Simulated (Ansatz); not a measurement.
## C: pressure against volume, fitted

```yaml
crystal:
  lattice:
    - [1.23000, 0.71014, 11.15000]
    - [-1.23000, 0.71014, 11.15000]
    - [0.00000, -1.42028, 11.15000]
  atoms:
    - { symbol: C, position: [0.05000, 0.05000, 0.05000] }
    - { symbol: C, position: [0.95000, 0.95000, 0.95000] }
    - { symbol: C, position: [0.28300, 0.28300, 0.28300] }
    - { symbol: C, position: [0.71700, 0.71700, 0.71700] }
```

Atoms are numbered in the order listed.

The cell is COD entry 1000065, as deposited and not checked against the literature; nothing was relaxed.

Computed with Ansatz 0.2.0, DFT, PBE, all-electron LAPW, scalar-relativistic.

The runs use a Γ-centred 15×15×15 k mesh, Fermi–Dirac smearing of 0.08 eV, basis error target 1 meV/atom, no spin polarisation.

The cell is scaled evenly. Fractional coordinates are held (clamped ions).

| V (Å³/atom) | P (GPa) |
| --- | --- |
| 13.732 | 13.32 |
| 14.024 | 9.04 |
| 14.317 | 5.12 |
| 14.463 | 3.30 |
| 14.609 | 1.55 |
| 14.755 | -0.12 |
| 14.901 | -1.71 |
| 15.485 | -7.41 |

Problem. Fit a third-order Birch–Murnaghan curve to the pressures.

Solution. P = (3B0/2)(y^(7/2) − y^(5/2))[1 + (3/4)(B0′ − 4)(y − 1)] with y = (V0/V)^(2/3) fits within 0.01 GPa for V0 = 14.745 Å³/atom, B0 = 165.0 GPa and B0′ = 3.57.

Problem. Predict the pressure at the withheld volume, 15.193 Å³/atom.

Solution. There y = 0.9802, so the fit gives -4.69 GPa; the run gave -4.69 GPa.
